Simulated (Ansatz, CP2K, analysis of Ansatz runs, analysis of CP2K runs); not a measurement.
# V_Cl in LiCl (Fm-3m): how far do the levels depend on the basis, the k-points, the functional and the program? (CP2K and Ansatz), part 3 of 4

Question: at which Fermi levels does V_Cl in LiCl (Fm-3m) change its charge, and how much of the answer depends on the basis, the k-points, the functional and the program? The model is a cell of 64 host atoms with 1 Cl taken out.

CP2K and Ansatz ; CP2K Gaussian and plane waves DFT, PBEsol, SR-DZVP basis, GTH potentials; charged supercells in a uniform background, point-charge correction with alignment at far sites.

So far. Step 3 (Band edges): The gap at this level is 6.28 eV. Step 4 (Relaxing each charge state): Against the host's sites the lattice moves most at charge −1 (0.34 Å); the smallest move among the states is 0.06 Å.

**5. Corrections and levels**

A charged cell interacts with its images and the background. The point-charge term, screened by the static dielectric constant, takes that out, and the potential far from the defect is aligned with the host's. Chemical potentials: Cl (Cl2 molecule) and Li (bcc), run alike.

By state, in eV; the first energy still holds the atoms taken out or put in:

| charge | moment (μB) | energy over the host, electrons at the valence top | point-charge term | potential shift at far sites | its spread | correction |
| --- | --- | --- | --- | --- | --- | --- |
| −1 | 0 | 415.121 | 0.216 | -0.162 | 0.039 | 0.377 |
| 0 | 1 | 410.646 | 0.000 | - | - | 0.000 |
| +1 | 0 | 406.322 | 0.216 | -0.165 | 0.034 | 0.051 |

Potentials at atomic sites for charge −1, some of the atoms; distances and the model charge refer to the site on which the defect was built:

| atom | distance from that site (Å) | potential less the host's (eV) | point-charge model (eV) |
| --- | --- | --- | --- |
| Li28 | 2.198 | 0.553 | 0.285 |
| Cl31 | 3.601 | -0.151 | 0.034 |
| Cl21 | 3.609 | -0.173 | 0.034 |
| Li57 | 4.355 | -0.283 | -0.029 |
| Li49 | 4.374 | -0.276 | -0.030 |
| Li59 | 5.634 | -0.198 | -0.053 |
| Li17 | 5.641 | -0.186 | -0.053 |
| Cl22 | 6.204 | -0.249 | -0.081 |
| Cl47 | 6.210 | -0.271 | -0.081 |
| Cl46 | 7.157 | -0.146 | -0.089 |
| Li34 | 7.592 | -0.308 | -0.105 |

Over the charge states the far sites scatter by a standard deviation of up to 0.04 eV about the model once its mean shift is taken off, which is the uncertainty of the alignment.

Limit set by the element alone; other compounds of these elements are not counted. Chemical potentials from the elements' reference states: Cl 0.00 eV, Li -3.84 eV. Formation energy by charge state (Cl-rich; gap 6.28 eV):

| charge | at valence top (eV) | at conduction bottom (eV) | correction included (eV) |
| --- | --- | --- | --- |
| +1 | 0.37 | 6.65 | 0.05 |
| 0 | 4.65 | 4.65 | 0.00 |
| −1 | 9.50 | 3.22 | 0.38 |

Fermi level (eV), lowest formation energy (eV) and a bar:
```
     0.00       0.37 
     0.57       0.94 ####
     1.14       1.51 ########
     1.71       2.08 ############
     2.28       2.65 ################
     2.85       3.22 ####################
     3.43       3.80 ########################
     4.00       4.37 ############################
     4.57       4.65 ##############################
     5.14       4.36 ############################
     5.71       3.79 ########################
     6.28       3.22 ####################
```

Limit set by the element alone; other compounds of these elements are not counted. Chemical potentials from the elements' reference states: Li 0.00 eV, Cl -3.84 eV. Formation energy by charge state (Li-rich; gap 6.28 eV):

| charge | at valence top (eV) | at conduction bottom (eV) | correction included (eV) |
| --- | --- | --- | --- |
| +1 | -3.47 | 2.81 | 0.05 |
| 0 | 0.81 | 0.81 | 0.00 |
| −1 | 5.66 | -0.62 | 0.38 |

Fermi level (eV), lowest formation energy (eV) and a bar from the least value:
```
     0.00      -3.47 
     0.57      -2.89 ####
     1.14      -2.32 ########
     1.71      -1.75 ############
     2.28      -1.18 ################
     2.85      -0.61 ####################
     3.43      -0.04 ########################
     4.00       0.53 ############################
     4.57       0.81 ##############################
     5.14       0.52 ############################
     5.71      -0.05 ########################
     6.28      -0.62 ####################
```

So at this level: (+1/0) at 4.27 eV (4.32 without the correction) and (0/−1) at 4.85 eV (4.48 without the correction), in a gap of 6.28 eV. At the zone centre alone a defect band is sampled at one point, which in cells of this size can move these levels by tenths of an eV or more.

**6. CP2K, HSE06, UZH-DZVP, ADMM, with orbitals at the vacancy, Γ**

PBEsol makes the gap too small and spreads bound carriers. HSE06 mixes in exact exchange, which the auxiliary density matrix method (ADMM) makes affordable here, with the basis and potentials made for hybrids (UZH-DZVP); a short PBE run supplies the starting orbitals and screens the integrals. The structures are kept, so only the electrons respond.

The input, defect.inp:

```
&GLOBAL
  PROJECT defect
  RUN_TYPE ENERGY
  PRINT_LEVEL LOW
&END GLOBAL
&FORCE_EVAL
  METHOD QS
  &DFT
    BASIS_SET_FILE_NAME BASIS_MOLOPT_UZH
    BASIS_SET_FILE_NAME BASIS_ADMM_UZH
    POTENTIAL_FILE_NAME POTENTIAL_UZH
    CHARGE 1
    &AUXILIARY_DENSITY_MATRIX_METHOD
      ADMM_TYPE ADMM2
      EXCH_CORRECTION_FUNC PBEX
    &END AUXILIARY_DENSITY_MATRIX_METHOD
    WFN_RESTART_FILE_NAME start-RESTART.wfn
    &MGRID
      CUTOFF 500
      REL_CUTOFF 45
      NGRIDS 5
    &END MGRID
    &QS
      METHOD GPW
      MIN_PAIR_LIST_RADIUS -1
      EPS_DEFAULT 1.0E-10
    &END QS
    &SCF
      SCF_GUESS RESTART
      EPS_SCF 1.0E-6
      MAX_SCF 16
      &OT ON
        MINIMIZER DIIS
        PRECONDITIONER FULL_SINGLE_INVERSE
        ENERGY_GAP 0.001
      &END OT
      &OUTER_SCF ON
        EPS_SCF 1.0E-6
        MAX_SCF 12
      &END OUTER_SCF
    &END SCF
    &XC
      &XC_FUNCTIONAL
        &HYB_GGA_XC_HSE06
        &END HYB_GGA_XC_HSE06
      &END XC_FUNCTIONAL
      &HF
        FRACTION 0.25
        &SCREENING
          EPS_SCHWARZ 1.0E-6
          SCREEN_ON_INITIAL_P T
        &END SCREENING
        &MEMORY
          MAX_MEMORY 1265
        &END MEMORY
        &INTERACTION_POTENTIAL
          POTENTIAL_TYPE SHORTRANGE
          OMEGA 0.11
        &END INTERACTION_POTENTIAL
      &END HF
    &END XC
    &PRINT
      &MULLIKEN ON
        &EACH
          QS_SCF 0
          GEO_OPT 0
          CELL_OPT 0
          MD 0
        &END EACH
        ADD_LAST NUMERIC
      &END MULLIKEN
      &MO_CUBES ON
        NHOMO 8
        NLUMO 5
        WRITE_CUBE F
        &EACH
          QS_SCF 0
          GEO_OPT 0
          CELL_OPT 0
          MD 0
        &END EACH
        ADD_LAST NUMERIC
      &END MO_CUBES
      &E_DENSITY_CUBE ON
        STRIDE 2 2 2
        &EACH
          QS_SCF 0
          GEO_OPT 0
          CELL_OPT 0
          MD 0
        &END EACH
        ADD_LAST NUMERIC
      &END E_DENSITY_CUBE
      &V_HARTREE_CUBE ON
        STRIDE 2 2 2
        &EACH
          QS_SCF 0
          GEO_OPT 0
          CELL_OPT 0
          MD 0
        &END EACH
        ADD_LAST NUMERIC
      &END V_HARTREE_CUBE
    &END PRINT
  &END DFT
  &SUBSYS
    &CELL
      A 10.1294427933 0.0000000000 -0.0000000000
      B 0.0000000000 10.1294427933 -0.0000000000
      C 0.0000000000 0.0000000000 10.1294427933
      PERIODIC XYZ
    &END CELL
    &COORD
      Li  -0.0054990000 0.0026000000 0.0008200000
      Li  -0.0004170000 2.5406540000 2.5273420000
[... 9 atom lines left out ...]
      Li  2.5212930000 2.3039510000 5.0472460000
[... 6 atom lines left out ...]
      Li  2.5292600000 5.0633380000 2.3173670000
[... 5 atom lines left out ...]
      Li  -0.2237670000 5.0470790000 5.0705570000
[... 1 atom line left out ...]
      Li  2.5355470000 5.0522000000 7.8046440000
      Li  2.5192690000 7.7948180000 5.0534800000
[... 27 atom lines left out ...]
      Li  5.2649820000 5.0602160000 5.0674530000
[... 6 atom lines left out ...]
      Cl  7.5960950000 7.5820000000 7.5795090000
      Clg 2.5329853600 5.0626247975 5.0660811100
    &END COORD
    &KIND Clg
      ELEMENT Cl
      BASIS_SET DZVP-MOLOPT-PBE0-GTH-q7
      BASIS_SET AUX_FIT admm-dz-q7
      GHOST T
    &END KIND
    &KIND Li
      BASIS_SET DZVP-MOLOPT-PBE0-GTH-q3
      POTENTIAL GTH-PBE0-q3
      BASIS_SET AUX_FIT admm-dz-q3
    &END KIND
    &KIND Cl
      BASIS_SET DZVP-MOLOPT-PBE0-GTH-q7
      POTENTIAL GTH-PBE0-q7
      BASIS_SET AUX_FIT admm-dz-q7
    &END KIND
    &PRINT
      &ATOMIC_COORDINATES ON
      &END ATOMIC_COORDINATES
      &CELL ON
      &END CELL
    &END PRINT
  &END SUBSYS
  &PRINT
    &FORCES ON
    &END FORCES
  &END PRINT
&END FORCE_EVAL
```

The input, start.inp:

```
&GLOBAL
  PROJECT start
  RUN_TYPE ENERGY
  PRINT_LEVEL LOW
&END GLOBAL
&FORCE_EVAL
  METHOD QS
  &DFT
    BASIS_SET_FILE_NAME BASIS_MOLOPT_UZH
    BASIS_SET_FILE_NAME BASIS_ADMM_UZH
    POTENTIAL_FILE_NAME POTENTIAL_UZH
    CHARGE 1
    &MGRID
      CUTOFF 500
      REL_CUTOFF 45
      NGRIDS 5
    &END MGRID
    &QS
      METHOD GPW
      EPS_DEFAULT 1.0E-10
    &END QS
    &SCF
      SCF_GUESS ATOMIC
      EPS_SCF 1.0E-4
      MAX_SCF 16
      &OT ON
        MINIMIZER DIIS
        PRECONDITIONER FULL_ALL
        ENERGY_GAP 0.001
      &END OT
      &OUTER_SCF ON
        EPS_SCF 1.0E-4
        MAX_SCF 12
      &END OUTER_SCF
    &END SCF
    &XC
      &XC_FUNCTIONAL PBE
      &END XC_FUNCTIONAL
    &END XC
    &PRINT
      &MULLIKEN ON
        &EACH
          QS_SCF 0
          GEO_OPT 0
          CELL_OPT 0
          MD 0
        &END EACH
        ADD_LAST NUMERIC
      &END MULLIKEN
      &MO_CUBES ON
        NHOMO 8
        NLUMO 5
        WRITE_CUBE F
        &EACH
          QS_SCF 0
          GEO_OPT 0
          CELL_OPT 0
          MD 0
        &END EACH
        ADD_LAST NUMERIC
      &END MO_CUBES
    &END PRINT
  &END DFT
  &SUBSYS
    &CELL
      A 10.1294427933 0.0000000000 -0.0000000000
      B 0.0000000000 10.1294427933 -0.0000000000
      C 0.0000000000 0.0000000000 10.1294427933
      PERIODIC XYZ
    &END CELL
    &COORD
      Li  -0.0054990000 0.0026000000 0.0008200000
      Li  -0.0004170000 2.5406540000 2.5273420000
[... 9 atom lines left out ...]
      Li  2.5212930000 2.3039510000 5.0472460000
[... 6 atom lines left out ...]
      Li  2.5292600000 5.0633380000 2.3173670000
[... 5 atom lines left out ...]
      Li  -0.2237670000 5.0470790000 5.0705570000
[... 1 atom line left out ...]
      Li  2.5355470000 5.0522000000 7.8046440000
      Li  2.5192690000 7.7948180000 5.0534800000
[... 27 atom lines left out ...]
      Li  5.2649820000 5.0602160000 5.0674530000
[... 6 atom lines left out ...]
      Cl  7.5960950000 7.5820000000 7.5795090000
      Clg 2.5329853600 5.0626247975 5.0660811100
    &END COORD
    &KIND Clg
      ELEMENT Cl
      BASIS_SET DZVP-MOLOPT-PBE0-GTH-q7
      GHOST T
    &END KIND
    &KIND Li
      BASIS_SET DZVP-MOLOPT-PBE0-GTH-q3
      POTENTIAL GTH-PBE0-q3
    &END KIND
    &KIND Cl
      BASIS_SET DZVP-MOLOPT-PBE0-GTH-q7
      POTENTIAL GTH-PBE0-q7
    &END KIND
    &PRINT
      &ATOMIC_COORDINATES ON
      &END ATOMIC_COORDINATES
      &CELL ON
      &END CELL
    &END PRINT
  &END SUBSYS
  &PRINT
    &FORCES ON
    &END FORCES
  &END PRINT
&END FORCE_EVAL
```

On the command line:

```sh
> OMP_NUM_THREADS=1 cp2k.psmp -i start.inp -o start.out
> OMP_NUM_THREADS=1 cp2k.psmp -i defect.inp -o defect.out
```

Numbers of over 12 decimals in the logs are rounded to 6 here.

Log:

```text
CP2K| version string:                                       CP2K version 2026.2
 CP2K| Input file name                                                defect.inp

[...]
GLOBAL| Basis set file name                                    BASIS_MOLOPT_UZH
 GLOBAL| Potential file name                                       POTENTIAL_UZH
[...]
GLOBAL| Project name                                                     defect
 GLOBAL| Run type                                                         ENERGY
[...]
GLOBAL| Total number of message passing processes                             1
 GLOBAL| Number of threads for this process                                    1
[...]
CELL| Volume [angstrom^3]:                                          1039.337670
 CELL| Vector a [angstrom]:      10.129     0.000     0.000   |a| =    10.129443
 CELL| Vector b [angstrom]:       0.000    10.129     0.000   |b| =    10.129443
 CELL| Vector c [angstrom]:       0.000     0.000    10.129   |c| =    10.129443
 CELL| Angle (b,c), alpha [degree]:                                    90.000000
 CELL| Angle (a,c), beta  [degree]:                                    90.000000
 CELL| Angle (a,b), gamma [degree]:                                    90.000000
 CELL| Numerically orthorhombic:                                             YES
 CELL| Periodicity                                                           XYZ

[...]
TOTAL NUMBERS AND MAXIMUM NUMBERS

  Total number of            - Atomic kinds:                                   3
                             - Atoms:                                         64
                             - Shell sets:                                    64
[...]
Hartree-Fock Exchange energy:                               -30.976114

  Total energy:                                              -708.311988

  outer SCF iter =    1 RMS gradient =   0.49E-06 energy =       -708.3119879152
  outer SCF loop converged in   1 iterations or   11 steps

 The electron density is written in Cube    file format to the file:

 defect-ELECTRON_DENSITY-1_0.cube

 !-----------------------------------------------------------------------------!
                     Mulliken Population Analysis

 #  Atom  Element  Kind  Atomic population                           Net charge
       1     Li       1          2.364195                              0.635805
       2     Li       1          2.372320                              0.627680
       3     Li       1          2.362249                              0.637751
[...]
63     Cl       2          7.616708                             -0.616708
      64     Cl       3         -0.025428                              0.025428
 # Total charge                            312.000000                  1.000000

 !-----------------------------------------------------------------------------!

  Eigenvalues of the occupied subspace spin            1
 ---------------------------------------------
      -1.72089105     -1.72084350     -1.72058194     -1.72048914
      -1.72040010     -1.72028083     -1.71704228     -1.71703173
      -1.71700423     -1.71699223     -1.71697440     -1.71695228
[...]
-0.02280365     -0.01508190     -0.01506828     -0.01504734
 Fermi Energy [eV] :   -0.409459

  Using OT eigensolver for additional unoccupied orbitals spin            1
  Lowest Eigenvalues of the unoccupied subspace spin            1
 -----------------------------------------------------
 OT| Eigensolver reached convergence in 75 iterations
       0.23141951      0.28683858      0.30838823      0.30843666
       0.30849705

 HOMO - LUMO gap [eV] :    6.706704

 ENERGY| Total FORCE_EVAL ( QS ) energy [hartree]           -708.311988
```

The job ended after 16 min (1 thread of Arm Neoverse V1, shared host; peak memory 1.6 GiB).

By state, in eV; the first energy still holds the atoms taken out or put in:

| charge | moment (μB) | energy over the host, electrons at the valence top | point-charge term | potential shift at far sites | its spread | correction |
| --- | --- | --- | --- | --- | --- | --- |
| −1 | 0 | 417.800 | 0.216 | -0.169 | 0.039 | 0.385 |
| 0 | 1 | 412.328 | 0.000 | - | - | 0.000 |
| +1 | 0 | 406.912 | 0.216 | -0.162 | 0.034 | 0.053 |

Against the first level the gap goes from 6.28 to 7.85 eV, and the level that moves most, (+1/0), from 4.27 to 5.36 eV; counted from the conduction bottom it moves by 0.48 eV, so it follows the conduction band more closely, by this count alone (no common zero is set between the two levels of method).

(Continued in part 4 of 4.)

[Logs are printed without paths, hosts, clocks, repeated set-up lines and the standing remarks that a program may print on its own settings, such as how far it seeks lower states.]

[Hosts, paths, dates, database ids (printed as entryN), source tags and the programs' standing remarks are cut or masked in the printed files.]

[For some hosts the program warned that the k-mesh of the response run may be too coarse for force constants and the static dielectric constant; such warnings are not shown here.]

[Charge tables in the logs are Mulliken or Hirshfeld populations, whose sizes and signs can differ; where basis functions stand at a vacancy, SIESTA counts their charge against the missing atom's valence.]

[In relaxation paths of CP2K, step 0 can be the structure after the first move, since the trajectory file begins there, and the last row can be the final structure solved once more.]
